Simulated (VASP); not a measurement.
# CaH (P4/mmm) in VASP: notebook, part 2 of 2

VASP 6.6.1.

### 3 Relaxation of cell and atoms, PBEsol

The input, INCAR:

```
SYSTEM = CaH
PREC = Accurate
ENCUT = 600
EDIFF = 1E-6
ISMEAR = 0
SIGMA = 0.05
LREAL = .False.
LASPH = .True.
NELM = 80
ALGO = Normal
ISIF = 3
LWAVE = .False.
LCHARG = .False.
GGA = PS
IBRION = 2
NSW = 60
EDIFFG = -0.005
```

The input, KPOINTS:

```
Automatic mesh
0
Gamma
  8 8 4
  0 0 0
```

The input, POSCAR:

```
CaH
1.0
    3.2271100000      0.0000000000      0.0000000000
    0.0000000000      3.2271100000      0.0000000000
    0.0000000000      0.0000000000      7.6307800000
Ca H
2 2
Direct
    0.5000000000      0.5000000000      0.0000000000
    0.5000000000      0.5000000000      0.5000000000
    0.0000000000      0.0000000000      0.6492100000
    0.0000000000      0.0000000000      0.3507900000
```

Potentials or basis: VASP PAW PBE potentials, release 64 (Ca_sv, H).

Launch:

```console
$ cat potpaw_PBE.64/Ca_sv/POTCAR potpaw_PBE.64/H/POTCAR > POTCAR
$ mpirun -np 1 vasp_std > vasp.out
```

OUTCAR:

```text
SYSTEM = CaH
   PREC = Accurate
   ENCUT = 600
   EDIFF = 1E-6
   ISMEAR = 0
   LREAL = .False.
   LASPH = .True.
   NELM = 80
   ISIF = 3
   GGA = PS
   IBRION = 2
   NSW = 60
   EDIFFG = -0.005

 ion  position               nearest neighbor table
   1  0.500  0.500  0.000-
   2  0.500  0.500  0.500-
   3  0.000  0.000  0.649-
   4  0.000  0.000  0.351-

  LATTYP: Found a simple tetragonal cell.
 ALAT       =     3.2271100000
 C/A-ratio  =     2.3645862707

  Lattice vectors:

 A1 = (   3.2271100000,   0.0000000000,   0.0000000000)
 A2 = (   0.0000000000,   3.2271100000,   0.0000000000)
 A3 = (   0.0000000000,   0.0000000000,   7.6307800000)

Analysis of symmetry for initial positions (statically):
=====================================================================
 Subroutine PRICEL returns:
 Original cell was already a primitive cell.

 Routine SETGRP: Setting up the symmetry group for a
 simple tetragonal supercell.

 Subroutine GETGRP returns: Found 16 space group operations
 (whereof 16 operations were pure point group operations)
 out of a pool of 16 trial point group operations.

The static configuration has the point symmetry D_4h.

Analysis of symmetry for dynamics (positions and initial velocities):
=====================================================================
[... 360 lines left out ...]
  ---------------------------------------------------
  ext. energy  EPLUGINS =         0.00000000
  ---------------------------------------------------
  free energy    TOTEN  =       -10.53599093 eV

  energy without entropy =      -10.53489742  energy(sigma->0) =      -10.53544417

 E-fermi :   3.1458     XC(G=0):  -8.7434

 val. band max:        3.0750525923   @ k =   0.3750   0.0000   0.0000
 cond. band min:       3.1831730962   @ k =   0.1250   0.0000   0.5000
 fundamental gap:      0.1081205039
 Fermi energy:         3.1457956430

 k-point     1 :       0.0000    0.0000    0.0000
  band No.  band energies     occupation
      1     -38.9992      2.00000
      2     -38.6508      2.00000
      3     -20.1679      2.00000
      4     -19.8205      2.00000
      5     -19.8205      2.00000
      6     -19.7479      2.00000
      7     -19.5090      2.00000
      8     -19.5090      2.00000
      9      -3.7957      2.00000
     10      -1.1133      2.00000
     11       0.4133      2.00000
     12       3.3586      0.00000
     13       3.5247      0.00000
     14       3.9552      0.00000
[... 401 lines left out ...]
      2     -38.5863      2.00000
      3     -20.3001      2.00000
      4     -20.0851      2.00000
      5     -20.0126      2.00000
      6     -19.8468      2.00000
      7     -19.6866      2.00000
      8     -19.5338      2.00000
      9      -1.4797      2.00000
     10      -0.5340      2.00000
     11       2.1273      2.00000
     12       3.5218      0.00000
     13       3.9139      0.00000
     14       4.5361      0.00000
     15       4.5411      0.00000

 [... further k-points ...]

------------------------ aborting loop because EDIFF is reached ----------------------------------------

  FORCE on cell =-STRESS in cart. coord.  units (eV):
  Direction    XX          YY          ZZ          XY          YZ          ZX
  --------------------------------------------------------------------------------------
  -------------------------------------------------------------------------------------
  Total       -0.0046868     -0.0046868     -0.0123485      0.0000000      0.0000000      0.0000000
  in kB       -0.1024484     -0.1024484     -0.2699256      0.0000000      0.0000000      0.0000000
  external PRESSURE =      -0.1582742 kB  Pullay stress =       0.0000000 kB
[... 19 lines left out ...]
  FREE ENERGIE OF THE ION-ELECTRON SYSTEM (eV)
  ---------------------------------------------------
  free  energy   TOTEN  =       -10.5359909262 eV

  energy  without entropy=      -10.5348974171  energy(sigma->0) =      -10.53544417

 reached required accuracy - stopping structural energy minimisation
```

Run time: 4.3 min. Hardware: 1 thread of Intel Xeon 6975P-C (Granite Rapids), shared host; peak memory 0.27 GiB.

Results:

```yaml
Free_energy: -10.5360 eV
Relaxed_volume: 18.32 Å³/atom
Relaxed_cell: a = 3.205 Å, b = 3.205 Å, c = 7.134 Å, α = 90.00°, β = 90.00°, γ = 90.00°
Space_group_after_relaxing_to_0.05_Å: P4/mmm (No. 123)
Energy_gained_by_relaxing: 8.0 meV/atom
Ionic_steps: 17
Pressure_after_relaxing: 0.0 GPa
Band_gap_on_the_k_mesh: none (metal or under the smearing width)
```

The path:
```tsv
step	energy change (eV)	largest force (eV/Å)	pressure (GPa)	volume (Å³)
1	0.0000	0.0014	-1.03	79.47
2	-0.0083	0.0238	-0.65	78.01
3	-0.0139	0.0593	0.00	75.79
4	-0.0140	0.0642	0.09	75.49
5	-0.0162	0.0727	0.08	75.33
6	-0.0223	0.1010	0.00	74.84
7	-0.0191	0.1313	-0.14	73.79
8	-0.0244	0.1154	-0.06	74.46
9	-0.0269	0.0962	-0.06	74.17
10	-0.0306	0.0421	-0.01	73.27
11	-0.0307	0.0326	0.00	73.11
12	-0.0320	0.0020	0.08	73.05
13	-0.0320	0.0052	0.07	73.05
14	-0.0320	0.0046	0.07	73.05
15	-0.0320	0.0033	0.08	73.05
16	-0.0320	0.0041	0.07	73.05
17	-0.0320	0.0016	-0.02	73.30
```

Final structure:
```xyz
4
Lattice="3.2053 0.0000 0.0000 0.0000 3.2053 0.0000 0.0000 0.0000 7.1342" Properties=species:S:1:pos:R:3 pbc="T T T"
Ca    1.6027    1.6027    0.0000
Ca    1.6027    1.6027    3.5671
H     0.0000    0.0000    4.7255
H     0.0000    0.0000    2.4086
```

Levels at points of the mesh, in eV from the Fermi level:
```csv
k point,band 9,band 10,band 11,band 12,band 13,band 14
"(0.00, 0.00, 0.00)",-6.94,-4.26,-2.73,0.21,0.38,0.81
"(0.50, 0.00, 0.00)",-4.61,-3.89,-1.56,0.42,1.12,1.18
"(0.50, 0.50, 0.00)",-4.75,-1.62,-0.66,0.17,0.17,1.18
"(0.00, 0.00, 0.50)",-6.69,-5.15,-1.32,-0.10,0.48,0.69
"(0.50, 0.00, 0.50)",-4.64,-3.83,-0.78,-0.63,0.93,1.33
"(0.50, 0.50, 0.50)",-4.68,-2.25,0.27,0.82,0.82,0.86
```

Caveat: the PAW data sets were made with another functional, which shifts forces and pressure a little.

### 4 Single point, B3LYP

The input, run.py:

```python
from ase.calculators.vasp import Vasp
from ase.dft.bandgap import bandgap
from ase.spacegroup import crystal

atoms = crystal(
    ['Ca', 'Ca', 'H'],
    basis=[[0.5, 0.5, 0.0], [0.5, 0.5, 0.5], [0.0, 0.0, 0.64921]],
    spacegroup=123,
    setting=1,
    cellpar=[3.22711, 3.22711, 7.63078, 90.0, 90.0, 90.0],
    primitive_cell=True,
)
calc = Vasp(
    directory='calc',
    xc='b3lyp',
    pp='PBE',
    setups='recommended',
    pp_version='54',
    prec='Accurate',
    encut=520,
    ediff=1e-06,
    ismear=0,
    sigma=0.05,
    lreal=False,
    lasph=True,
    nelm=80,
    algo='Normal',
    isif=2,
    lwave=False,
    lcharg=True,
    precfock='Normal',
    hfrcut=-1,
    lelf=True,
    lvhar=True,
    kpts=[5, 5, 3],
    gamma=True,
)
atoms.calc = calc

print('energy (eV):', atoms.get_potential_energy())
print('free energy (eV):', atoms.get_potential_energy(force_consistent=True))
print('forces (eV/A):')
print(atoms.get_forces())
print('stress (eV/A^3, Voigt):', atoms.get_stress())
print('Fermi level (eV):', calc.get_fermi_level())
gap, top, bottom = bandgap(calc)
print('band gap (eV):', gap, 'from (spin, k, band)', top, 'to', bottom)
```

Potentials or basis: VASP PAW PBE potentials, release 54 (Ca_sv, H).

Launch:

```console
$ python run.py
```

Wall time 15 min (1 thread of Intel Xeon 6975P-C (Granite Rapids), shared host); peak memory 0.2 GiB.

Results (log left out):

| Quantity | Value |
| --- | --- |
| Free energy | -10.1126 eV |
| Pressure | 0.6 GPa |
| Largest force | 0.114 eV/Å |
| Band gap on the k mesh | 0.61 eV, indirect (least direct gap 1.20 eV) |

Forces on the atoms (eV/Å):
```
Ca   0.000  0.000  0.000
Ca   0.000  0.000  0.000
H    0.000  0.000 -0.114
H    0.000  0.000  0.114
```

Stress tensor (GPa, compression positive):
```
-0.18  0.00  0.00
 0.00 -0.18  0.00
 0.00  0.00  2.26
```

Levels at points of the mesh, in eV from the valence-band top:
```csv
k point,band 8,band 9,band 10,band 11,band 12,band 13,band 14,band 15
"(0.00, 0.00, 0.00)",-24.78,-7.74,-4.83,-3.14,1.25,1.58,1.95,4.23
```

Caveat: the PAW data sets were made with another functional, which shifts forces and pressure a little; an odd mesh through Γ misses points on the zone boundary, where band edges often lie.

### 5 Atomic charges, SCAN0

POSCAR is that of step 3.

The input, INCAR.step1:

```
SYSTEM = CaH
PREC = Accurate ; ENCUT = 520
EDIFF = 1E-5 ; ISMEAR = -1
SIGMA = 0.05 ; LREAL = .False.
LASPH = .True. ; NELM = 60
ALGO = Normal ; ISIF = 2
LWAVE = .True. ; LCHARG = .False.
GGA = PE
```

The input, INCAR.step2:

```
SYSTEM = CaH
PREC = Accurate ; ENCUT = 520
EDIFF = 1E-6 ; ISMEAR = -1
SIGMA = 0.05 ; LREAL = .False.
LASPH = .True. ; NELM = 60
ALGO = Normal ; ISIF = 2
LWAVE = .False. ; LCHARG = .False.
METAGGA = SCAN ; LHFCALC = .True.
AEXX = 0.25 ; LMIXTAU = .True.
PRECFOCK = Normal ; LORBIT = 11
ISTART = 1
```

The input, KPOINTS:

```
regular mesh
0
Gamma
  5 5 3
  0 0 0
```

Potentials or basis: VASP PAW PBE potentials, release 64 (Ca_sv, H).

Launch:

```console
$ cat potpaw_PBE.64/Ca_sv/POTCAR potpaw_PBE.64/H/POTCAR > POTCAR
$ cp INCAR.step1 INCAR
$ mpirun -np 1 vasp_std > vasp.out
$ cp INCAR.step2 INCAR
$ mpirun -np 1 vasp_std > vasp.out
```

OUTCAR:

```text
SYSTEM = CaH
   PREC = Accurate
   ENCUT = 520
   EDIFF = 1E-6
   ISMEAR = -1
   LREAL = .False.
   LASPH = .True.
   NELM = 60
   ISIF = 2
   METAGGA = SCAN
   LHFCALC = .True.
   AEXX = 0.25
   PRECFOCK = Normal
   LORBIT = 11
   ISTART = 1

 ion  position               nearest neighbor table
   1  0.500  0.500  0.000-
   2  0.500  0.500  0.500-
   3  0.000  0.000  0.649-
   4  0.000  0.000  0.351-

  LATTYP: Found a simple tetragonal cell.
 ALAT       =     3.2271100000
 C/A-ratio  =     2.3645862707

  Lattice vectors:
[... 407 lines left out ...]
  Total       -0.2022856     -0.2022856      0.6710941      0.0000000     -0.0000000      0.0000000
  in kB       -4.0782991     -4.0782991     13.5299911      0.0000000     -0.0000000      0.0000000
  external PRESSURE =       1.7911310 kB  Pullay stress =       0.0000000 kB

 VOLUME and BASIS-vectors are now :
 -----------------------------------------------------------------------------
  energy-cutoff  :      520.00
  volume of cell :       79.47
      direct lattice vectors                 reciprocal lattice vectors
     3.227110000  0.000000000  0.000000000     0.309874780  0.000000000  0.000000000
     0.000000000  3.227110000  0.000000000     0.000000000  0.309874780  0.000000000
     0.000000000  0.000000000  7.630780000     0.000000000  0.000000000  0.131048202

 POSITION                                       TOTAL-FORCE (eV/Angst)
 -----------------------------------------------------------------------------------
      1.61356      1.61356      0.00000         0.000000      0.000000      0.000000
      1.61356      1.61356      3.81539         0.000000      0.000000      0.000000
      0.00000      0.00000      4.95398        -0.000000      0.000000     -0.125485
      0.00000      0.00000      2.67680         0.000000      0.000000      0.125485
 -----------------------------------------------------------------------------------
    total drift:                               -0.000004      0.000000     -0.000000

  FREE ENERGIE OF THE ION-ELECTRON SYSTEM (eV)
  ---------------------------------------------------
  free  energy   TOTEN  =       -22.7544644127 eV

  energy  without entropy=      -22.7543165945  energy(sigma->0) =      -22.75439050

 total charge

# of ion       s       p       d       tot
------------------------------------------
    1        2.117   5.821   0.183   8.121
    2        2.029   5.843   0.214   8.087
    3        0.494   0.003   0.000   0.497
    4        0.494   0.003   0.000   0.497
--------------------------------------------------
tot          5.134  11.670   0.397  17.202
```

Wall time 16 min (1 thread of Intel Xeon 6975P-C (Granite Rapids), shared host); peak memory 0.21 GiB.

Results:

| Property | Result |
| --- | --- |
| Free energy | -22.7545 eV |
| Pressure | 0.2 GPa |
| Largest force | 0.125 eV/Å |
| Band gap on the k mesh | 0.72 eV, indirect (least direct gap 1.41 eV) |
| Valence electrons inside the program's atomic spheres | Ca 8.12, 8.09; H 0.50 |

Forces on the atoms (eV/Å):
```
Ca   0.000  0.000  0.000
Ca   0.000  0.000  0.000
H    0.000  0.000 -0.125
H    0.000  0.000  0.125
```

Caveat: the PAW data sets were made with another functional, which shifts forces and pressure a little; an odd mesh through Γ misses points on the zone boundary, where band edges often lie.

### 6 For comparison

An earlier run on the cell as given: functional PBE; potentials or basis VASP PAW PBE potentials, release 64 (Ca_sv, H); cutoff 520 eV; k mesh 8 × 8 × 4; occupations fermi-dirac, width 0.05 eV; no spin polarisation.

- Pressure: 0.1 GPa
- Largest force: 0.013 eV/Å
- Band gap on the k mesh: none (metal or under the smearing width)

### 7 The runs side by side

| task | level | potentials or basis | cell | k mesh | cutoff (eV) | smearing | grid for exact exchange (PRECFOCK) | exchange at q = 0 | gap on the mesh (eV) | pressure (GPa) | relaxed volume (Å³/atom) | largest force (eV/Å) |
| --- | --- | --- | --- | --- | --- | --- | --- | --- | --- | --- | --- | --- |
| relaxation of cell and atoms | PBE | VASP PAW PBE potentials, release 64 (Ca_sv, H) | relaxed | 8 × 8 × 4 | 600 | gaussian 0.05 eV | - | - | none | 0.0 | 19.97 | 0.01 |
| relaxation of cell and atoms | PBEsol | VASP PAW PBE potentials, release 64 (Ca_sv, H) | relaxed | 8 × 8 × 4 | 600 | gaussian 0.05 eV | - | - | none | 0.0 | 18.32 | - |
| single point | B3LYP | VASP PAW PBE potentials, release 54 (Ca_sv, H) | as given | 5 × 5 × 3 | 520 | gaussian 0.05 eV | Normal | truncated | 0.61 | 0.6 | - | 0.11 |
| atomic charges | SCAN0 | VASP PAW PBE potentials, release 64 (Ca_sv, H) | as given | 5 × 5 × 3 | 520 | fermi-dirac 0.05 eV | Normal | default | 0.72 | 0.2 | - | 0.13 |
| single point | PBE | VASP PAW PBE potentials, release 64 (Ca_sv, H) | as given | 8 × 8 × 4 | 520 | fermi-dirac 0.05 eV | - | - | none | 0.1 | - | 0.01 |

Alike in all rows: no spin polarisation.

Caveats: the PAW data sets were made with another functional, which shifts forces and pressure a little (some runs); an odd mesh through Γ misses points on the zone boundary, where band edges often lie (some runs).

Absolute energies hang on the potentials; compare differences alone.
